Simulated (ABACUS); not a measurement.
Runs of ABACUS 3.10.1 on W. The structure is cubic, space group Im-3m (No. 229). The conventional cell has a = 3.165 Å, b = 3.165 Å, c = 3.165 Å, α = 90.00°, β = 90.00°, γ = 90.00°. W (site symmetry m-3m) has 8 W at 2.74 Å as nearest neighbours. 

```csv
task,level,potentials or basis,cell,k mesh,cutoff (eV),symmetry key,optimiser,force threshold,max steps,cell moves,gap on the mesh (eV),pressure (GPa),relaxed volume (Å³/atom)
single point,SOGGA,"SSSP 1.3 efficiency PBE, plane waves",as given,10 × 10 × 10,748,1,-,-,-,-,none,(a),-
relaxation of cell and atoms,PBE,"GBRV ultrasoft 1.5 PBE, plane waves",relaxed,10 × 10 × 10,544,1,ASE FIRE,0.01 eV/Å,60,yes,none,0.1,15.97
single point,BP86,"SPMS ONCV 1.0 PBE, plane waves",as given,10 × 10 × 10,1007,1,-,-,-,-,none,(b),-
relaxation of cell and atoms,BP86,"SPMS ONCV 1.0 PBE, plane waves",relaxed,10 × 10 × 10,1007,1,cg,0.01 eV/Å,-,-,none,0.0,16.19
single point,PBE,"GBRV ultrasoft 1.5 PBE, plane waves",as given,10 × 10 × 10,544,1,-,-,-,-,none,2.5,-
relaxation of cell and atoms,SOGGA,"SSSP 1.3 efficiency PBE, plane waves",relaxed,10 × 10 × 10,748,1,cg,0.02 eV/Å,-,-,none,0.0,15.64
```

Alike in all rows: no spin polarisation; smearing fermi-dirac 0.05 eV.

**Question.** Fill in the values left out.

**Answer.** (a) -4.2; (b) 6.9.

Caveats: the potentials were made for another functional, which shifts forces and pressure (some runs).

A k mesh can miss the band edges, and the runs leave out spin-orbit coupling on W.

A gap of «none» marks a metal or a gap under the smearing width.
